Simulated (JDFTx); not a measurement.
# TiO2 (Anatase) (I4_1/amd) in JDFTx: reference runs

Reference runs on TiO2 (Anatase): the cell as given.

Program: JDFTx 1.7.0 (patched build). These are calculated values, not measurements. Logs are shortened: lines on timing, memory, paths and dates and some standing lists are left out, and cuts for length are marked. The log counts tension as positive stress, the text compression.

## 1. The structure

The structure is tetragonal, space group I4_1/amd (No. 141). The conventional cell has a = 3.784 Å, b = 3.784 Å, c = 9.515 Å, α = 90.00°, β = 90.00°, γ = 90.00°. Around Ti (site symmetry -4m2) lie 6 O at 1.93 to 1.98 Å. O (site symmetry 2mm) has 3 Ti at 1.93 to 1.98 Å as nearest neighbours.

## 2. Single point, PBE

File TiO2.in:

```
lattice \
   -3.5755508004     3.5755508004     3.5755508004 \
    3.5755508004    -3.5755508004     3.5755508004 \
    8.9899940927     8.9899940927    -8.9899940927
coords-type Lattice
ion Ti     0.7500000000     0.2500000000     0.5000000000 1
ion Ti     0.0000000000     0.0000000000     0.0000000000 1
ion O      0.7919000000     0.7919000000     0.0000000000 1
ion O      0.5419000000     0.0419000000     0.5000000000 1
ion O      0.9581000000     0.4581000000     0.5000000000 1
ion O      0.2081000000     0.2081000000     0.0000000000 1

ion-species pseudo/Ti.upf
ion-species pseudo/O.upf
elec-cutoff 42 336
elec-ex-corr gga-PBE
kpoint-folding 10 10 10
elec-smearing Fermi 0.0018374661
elec-n-bands 32
electronic-SCF nIterations 100 energyDiffThreshold 1e-09
electronic-minimize nIterations 30 energyDiffThreshold 1e-7
converge-empty-states yes
forces-output-coords Cartesian

dump-name run.$VAR
dump End Ecomponents EigStats BandEigs Kpoints Forces Stress
```

Potentials or basis: PseudoDojo-SR-PBE-0.5-standard.

Launch:

```sh
$ jdftx -c 1 -i TiO2.in -o TiO2.out
```

Standard output:

```text
*************** JDFTx 1.7.0 (patched build) ***************

Input parsed successfully to the following command list (including defaults):
[... the input with its defaults ...]

---------- Setting up symmetries ----------

Non-trivial transmission matrix:
[   1   0   0  ]
[   0   1   0  ]
[   1   1   1  ]
with reduced lattice vectors:
[      0.000000      7.151102      3.575551  ]
[      7.151102      0.000000      3.575551  ]
[      0.000000      0.000000     -8.989994  ]

Found 16 point-group symmetries of the bravais lattice
Found 16 space-group symmetries with basis
Applied RMS atom displacement 5.5724e-17 bohrs to make symmetries exact.

---------- Initializing the Grid ----------
R =
[     -3.57555      3.57555      3.57555  ]
[      3.57555     -3.57555      3.57555  ]
[      8.98999      8.98999     -8.98999  ]
unit cell volume = 459.733
G =
[ -1.28785e-18   0.878632   0.349454  ]
[   0.878632 -1.28785e-18   0.349454  ]
[   0.878632   0.878632 -5.61732e-20  ]
Minimum fftbox size, Smin = [  88  88  88  ]
Chosen fftbox size, S = [  90  90  90  ]

---------- Initializing tighter grid for wavefunction operations ----------
R =
[     -3.57555      3.57555      3.57555  ]
[      3.57555     -3.57555      3.57555  ]
[      8.98999      8.98999     -8.98999  ]
unit cell volume = 459.733
G =
[ -1.28785e-18   0.878632   0.349454  ]
[   0.878632 -1.28785e-18   0.349454  ]
[   0.878632   0.878632 -5.61732e-20  ]
Minimum fftbox size, Smin = [  64  64  64  ]
Chosen fftbox size, S = [  64  64  64  ]

---------- Exchange Correlation functional ----------
Initalized PBE GGA exchange.
Initalized PBE GGA correlation.

---------- Setting up pseudopotentials ----------
Width of ionic core gaussian charges (only for fluid interactions / plotting) set to 0

Reading pseudopotential file 'pseudo/Ti.upf':
  'Ti' pseudopotential, 'PBE' functional
  Generated using ONCVPSP code by D. R. Hamann
  12 valence electrons, 4 orbitals, 6 projectors, 1001 radial grid points, with lMax = 2
    3S    l: 0   occupation:  2.0   eigenvalue: -2.301740
    3P    l: 1   occupation:  6.0   eigenvalue: -1.428110
    3D    l: 2   occupation:  2.0   eigenvalue: -0.156511
    4S    l: 0   occupation:  2.0   eigenvalue: -0.164159
  Core radius for overlap checks: 1.61 bohrs.

Reading pseudopotential file 'pseudo/O.upf':
  'O' pseudopotential, 'PBE' functional
  Generated using ONCVPSP code by D. R. Hamann
  6 valence electrons, 2 orbitals, 5 projectors, 936 radial grid points, with lMax = 2
    2S    l: 0   occupation:  2.0   eigenvalue: -0.880572
    2P    l: 1   occupation:  4.0   eigenvalue: -0.331869
  Core radius for overlap checks: 1.39 bohrs.

Initialized 2 species with 6 total atoms.

Folded 1 k-points by 10x10x10 to 1000 k-points.

---------- Setting up k-points, bands, fillings ----------
Reduced to 102 k-points under symmetry.
Computing the number of bands and number of electrons
Calculating initial fillings.
nElectrons:  48.000000   nBands: 32   nStates: 102

----- Setting up reduced wavefunction bases (one per k-point) -----
average nbasis = 5977.163 , ideal nbasis = 5976.862

---------- Setting up ewald sum ----------
Optimum gaussian width for ewald sums = 2.341065 bohr.
Real space sum over 1573 unit cells with max indices [  5  5  6  ]
Reciprocal space sum over 4913 terms with max indices [  8  8  8  ]

---------- Allocating electronic variables ----------
Initializing wave functions:  linear combination of atomic orbitals
Ti pseudo-atom occupations:   s ( 2 2 )  p ( 6 )  d ( 2 )
O pseudo-atom occupations:   s ( 2 )  p ( 4 )
	FillingsUpdate:  mu: +0.421690822  nElectrons: 48.000000
LCAOMinimize: Iter:   0  F: -179.9984202768964963  |grad|_K:  5.170e-03  alpha:  1.000e+00
	FillingsUpdate:  mu: +0.396367454  nElectrons: 48.000000
LCAOMinimize: Iter:   1  F: -180.2888622290683713  |grad|_K:  4.677e-03  alpha:  7.660e-02  linmin: -3.219e-01  cgtest:  8.862e-01
LCAOMinimize: 	Predicted alpha/alphaT>3.000000, increasing alphaT to 2.297900e-01.
[... 26 lines of inner loops ...]
LCAOMinimize: Iter:   9  F: -180.8793224443318479  |grad|_K:  8.649e-07  alpha:  9.040e-01  linmin:  5.484e-05  cgtest:  2.353e-01
	FillingsUpdate:  mu: +0.337786703  nElectrons: 48.000000
LCAOMinimize: Iter:  10  F: -180.8793224553091079  |grad|_K:  1.346e-07  alpha:  2.101e-01  linmin: -1.222e-03  cgtest: -7.211e-03
LCAOMinimize: Converged (|Delta F|<1.000000e-06 for 2 iters).

-------- Electronic minimization -----------
Will mix electronic density at each iteration.
	FillingsUpdate:  mu: +0.337786703  nElectrons: 48.000000
	FillingsUpdate:  mu: +0.331781633  nElectrons: 48.000000
SCF: Cycle:  0   F: -181.026407784527208   dF: -1.471e-01   |Residual|: 2.582e-01   |deigs|: 8.559e-03
	FillingsUpdate:  mu: +0.325585445  nElectrons: 48.000000
SCF: Cycle:  1   F: -181.054870103284173   dF: -2.846e-02   |Residual|: 9.469e-02   |deigs|: 1.846e-02
	FillingsUpdate:  mu: +0.313443442  nElectrons: 48.000000
SCF: Cycle:  2   F: -181.065717277970549   dF: -1.085e-02   |Residual|: 4.773e-02   |deigs|: 1.461e-02
	FillingsUpdate:  mu: +0.309865775  nElectrons: 48.000000
SCF: Cycle:  3   F: -181.066476539524160   dF: -7.593e-04   |Residual|: 1.187e-02   |deigs|: 3.729e-03
	FillingsUpdate:  mu: +0.311625118  nElectrons: 48.000000
SCF: Cycle:  4   F: -181.066516939048654   dF: -4.040e-05   |Residual|: 5.036e-03   |deigs|: 2.490e-03
	FillingsUpdate:  mu: +0.311197309  nElectrons: 48.000000
SCF: Cycle:  5   F: -181.066553387457503   dF: -3.645e-05   |Residual|: 1.080e-03   |deigs|: 7.965e-04
	FillingsUpdate:  mu: +0.311166619  nElectrons: 48.000000
SCF: Cycle:  6   F: -181.066558859718100   dF: -5.472e-06   |Residual|: 5.928e-04   |deigs|: 5.352e-05
	FillingsUpdate:  mu: +0.311236884  nElectrons: 48.000000
SCF: Cycle:  7   F: -181.066561932300374   dF: -3.073e-06   |Residual|: 1.650e-04   |deigs|: 8.027e-05
	FillingsUpdate:  mu: +0.311272608  nElectrons: 48.000000
SCF: Cycle:  8   F: -181.066563884026039   dF: -1.952e-06   |Residual|: 1.267e-04   |deigs|: 3.879e-05
	FillingsUpdate:  mu: +0.311261312  nElectrons: 48.000000
SCF: Cycle:  9   F: -181.066565278607470   dF: -1.395e-06   |Residual|: 8.616e-05   |deigs|: 1.350e-05
	FillingsUpdate:  mu: +0.311261962  nElectrons: 48.000000
SCF: Cycle: 10   F: -181.066566290023758   dF: -1.011e-06   |Residual|: 1.348e-04   |deigs|: 1.176e-06
	FillingsUpdate:  mu: +0.311257771  nElectrons: 48.000000
SCF: Cycle: 11   F: -181.066567041805143   dF: -7.518e-07   |Residual|: 1.878e-04   |deigs|: 4.879e-06
	FillingsUpdate:  mu: +0.311259403  nElectrons: 48.000000
SCF: Cycle: 12   F: -181.066567553525772   dF: -5.117e-07   |Residual|: 2.223e-04   |deigs|: 2.143e-06
	FillingsUpdate:  mu: +0.311258279  nElectrons: 48.000000
SCF: Cycle: 13   F: -181.066567983904605   dF: -4.304e-07   |Residual|: 2.450e-04   |deigs|: 2.682e-06
	FillingsUpdate:  mu: +0.311258447  nElectrons: 48.000000
SCF: Cycle: 14   F: -181.066568236395995   dF: -2.525e-07   |Residual|: 2.661e-04   |deigs|: 8.376e-07
	FillingsUpdate:  mu: +0.311258658  nElectrons: 48.000000
SCF: Cycle: 15   F: -181.066568454347902   dF: -2.180e-07   |Residual|: 2.917e-04   |deigs|: 9.825e-07
	FillingsUpdate:  mu: +0.311257852  nElectrons: 48.000000
SCF: Cycle: 16   F: -181.066568591396475   dF: -1.370e-07   |Residual|: 3.058e-04   |deigs|: 1.254e-06
	FillingsUpdate:  mu: +0.311258557  nElectrons: 48.000000
SCF: Cycle: 17   F: -181.066568709116780   dF: -1.177e-07   |Residual|: 3.215e-04   |deigs|: 1.218e-06
	FillingsUpdate:  mu: +0.311259106  nElectrons: 48.000000
SCF: Cycle: 18   F: -181.066568768290438   dF: -5.917e-08   |Residual|: 3.360e-04   |deigs|: 8.285e-07
	FillingsUpdate:  mu: +0.311259254  nElectrons: 48.000000
SCF: Cycle: 19   F: -181.066568830504394   dF: -6.221e-08   |Residual|: 3.529e-04   |deigs|: 1.071e-06
	FillingsUpdate:  mu: +0.311251885  nElectrons: 48.000000
SCF: Cycle: 20   F: -181.066568877282066   dF: -4.678e-08   |Residual|: 3.851e-04   |deigs|: 1.144e-05
	FillingsUpdate:  mu: +0.311251349  nElectrons: 48.000000
SCF: Cycle: 21   F: -181.066568899802235   dF: -2.252e-08   |Residual|: 3.948e-04   |deigs|: 1.533e-06
	FillingsUpdate:  mu: +0.311258345  nElectrons: 48.000000
SCF: Cycle: 22   F: -181.066568834737950   dF: +6.506e-08   |Residual|: 5.020e-04   |deigs|: 1.534e-05
	FillingsUpdate:  mu: +0.311249841  nElectrons: 48.000000
SCF: Cycle: 23   F: -181.066568947911719   dF: -1.132e-07   |Residual|: 3.677e-04   |deigs|: 1.805e-05
	FillingsUpdate:  mu: +0.311245775  nElectrons: 48.000000
SCF: Cycle: 24   F: -181.066569003870995   dF: -5.596e-08   |Residual|: 2.710e-04   |deigs|: 8.860e-06
	FillingsUpdate:  mu: +0.311247965  nElectrons: 48.000000
SCF: Cycle: 25   F: -181.066569002086197   dF: +1.785e-09   |Residual|: 2.851e-04   |deigs|: 3.215e-06
	FillingsUpdate:  mu: +0.311248206  nElectrons: 48.000000
SCF: Cycle: 26   F: -181.066568995898194   dF: +6.188e-09   |Residual|: 3.252e-04   |deigs|: 2.051e-06
	FillingsUpdate:  mu: +0.311248966  nElectrons: 48.000000
SCF: Cycle: 27   F: -181.066568993375142   dF: +2.523e-09   |Residual|: 3.314e-04   |deigs|: 1.660e-06
	FillingsUpdate:  mu: +0.311252700  nElectrons: 48.000000
SCF: Cycle: 28   F: -181.066568972414586   dF: +2.096e-08   |Residual|: 3.649e-04   |deigs|: 5.589e-06
	FillingsUpdate:  mu: +0.311240538  nElectrons: 48.000000
SCF: Cycle: 29   F: -181.066569057310261   dF: -8.490e-08   |Residual|: 9.385e-05   |deigs|: 2.517e-05
	FillingsUpdate:  mu: +0.311239327  nElectrons: 48.000000
SCF: Cycle: 30   F: -181.066569060837480   dF: -3.527e-09   |Residual|: 2.966e-05   |deigs|: 2.853e-06
	FillingsUpdate:  mu: +0.311237003  nElectrons: 48.000000
SCF: Cycle: 31   F: -181.066569061865891   dF: -1.028e-09   |Residual|: 1.104e-05   |deigs|: 3.529e-06
	FillingsUpdate:  mu: +0.311237436  nElectrons: 48.000000
SCF: Cycle: 32   F: -181.066569062585472   dF: -7.196e-10   |Residual|: 5.639e-06   |deigs|: 9.161e-07
	FillingsUpdate:  mu: +0.311237515  nElectrons: 48.000000
SCF: Cycle: 33   F: -181.066569062945462   dF: -3.600e-10   |Residual|: 2.718e-06   |deigs|: 7.240e-07
SCF: Converged (|Delta E|<1.000000e-09 for 2 iters).

Setting wave functions to eigenvectors of Hamiltonian
Converging empty states (this may take a while): |deigs|: 3.237e-05

# Stress tensor in Cartesian coordinates [Eh/a0^3]:
[ -0.000142567            0            0  ]
[            0 -0.000142567            0  ]
[            0            0 -0.000185905  ]

# Ionic positions in lattice coordinates:
ion Ti   0.750000000000000   0.250000000000000   0.500000000000000 1
ion Ti   0.000000000000000   0.000000000000000   0.000000000000000 1
ion O   0.791900000000000   0.791900000000000  -0.000000000000000 1
ion O   0.541900000000000   0.041900000000000   0.500000000000000 1
ion O   0.958100000000000   0.458100000000000   0.500000000000000 1
ion O   0.208100000000000   0.208100000000000  -0.000000000000000 1

# Forces in Cartesian coordinates:
force Ti  -0.000000000000000   0.000000000000000  -0.000000000000000 1
force Ti   0.000000000000000   0.000000000000000   0.000000000000000 1
force O  -0.000000000000000   0.000000000000000  -0.001575111934385 1
force O  -0.000000000000000  -0.000000000000000  -0.001575111934386 1
force O   0.000000000000000  -0.000000000000000   0.001575111934385 1
force O   0.000000000000001  -0.000000000000001   0.001575111934385 1

# Energy components:
   Eewald =     -122.0884346702422505
       EH =       50.4280346883283173
     Eloc =     -161.0892989796924724
      Enl =       -8.4461118093751537
      Exc =      -34.1784368570874690
 Exc_core =        4.1509581839916923
       KE =       90.1567203811326436
-------------------------------------
     Etot =     -181.0665690629447226
       TS =        0.0000000000007476
-------------------------------------
        F =     -181.0665690629454616

IonicMinimize: Iter:   0  F: -181.066569062945462  |grad|_K:  7.425e-04
IonicMinimize: None of the convergence criteria satisfied after 0 iterations.

#--- Lowdin population analysis ---
# oxidation-state Ti +1.389 +1.389
# oxidation-state O -0.659 -0.659 -0.659 -0.659

Dumping 'run.eigStats' ...
	eMin: -1.800723 at state 0 ( [ +0.000000 +0.000000 +0.000000 ] spin 0 )
	HOMO: +0.269309 at state 4 ( [ +0.000000 +0.000000 +0.400000 ] spin 0 )
	mu  : +0.311237
	LUMO: +0.348608 at state 0 ( [ +0.000000 +0.000000 +0.000000 ] spin 0 )
	eMax: +0.525205 at state 3 ( [ +0.000000 +0.000000 +0.300000 ] spin 0 )
	HOMO-LUMO gap: +0.079299
	Optical gap  : +0.091636 at state 88 ( [ +0.300000 +0.300000 -0.300000 ] spin 0 )
Done!
[note: mu as printed may lie anywhere between the filled and the empty levels]
```

It took 49 min on 1 thread of Arm Neoverse V1, shared host; peak memory 1.2 GiB.

Results:

- Free energy: -4927.0723 eV
- Pressure: 4.6 GPa
- Largest force: 0.081 eV/Å
- Band gap on the k mesh: 2.16 eV, indirect (least direct gap 2.49 eV)
- Loewdin charges: Ti +1.39; O -0.66 e

Forces in eV/Å, atoms in the order of the input:
```
Ti   0.000  0.000  0.000
Ti   0.000  0.000  0.000
O    0.000  0.000 -0.081
O    0.000  0.000 -0.081
O    0.000  0.000  0.081
O    0.000  0.000  0.081
```

Stress tensor (GPa, compression positive):
```
4.19 0.00 0.00
0.00 4.19 0.00
0.00 0.00 5.47
```
